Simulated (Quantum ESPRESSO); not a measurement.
**GaN in Quantum ESPRESSO: the effect of functional**

GaN:

```
CELL_PARAMETERS angstrom
0.00000 2.25350 2.25350
2.25350 0.00000 2.25350
2.25350 2.25350 0.00000
ATOMIC_POSITIONS crystal
Ga 0.00000 0.00000 0.00000
N 0.25000 0.25000 0.25000
```

The cell is a database's computed one.

Alike in all runs:

```yaml
Program: Quantum ESPRESSO 7.5
Task: band structure
Potentials_or_basis: SG15 PBE 1.2
Cutoff: 1197 eV
Density_cutoff: 4789 eV
k_mesh: 8 × 8 × 8
Occupations: fermi-dirac, width 0.05 eV
Spin: no spin polarisation
```

Task: One run gave: gap on the mesh 1.87 eV; pressure -3.3 GPa. Which functional did it use?
A. SCAN
B. r2SCAN
C. TASK

Result: B.

```csv
functional,gap on the mesh (eV),pressure (GPa)
r2SCAN,1.87,-3.3
SCAN,1.79,-2.2
TASK,2.21,2.4
```

Caveats: the potentials were made for another functional, which shifts forces and pressure.

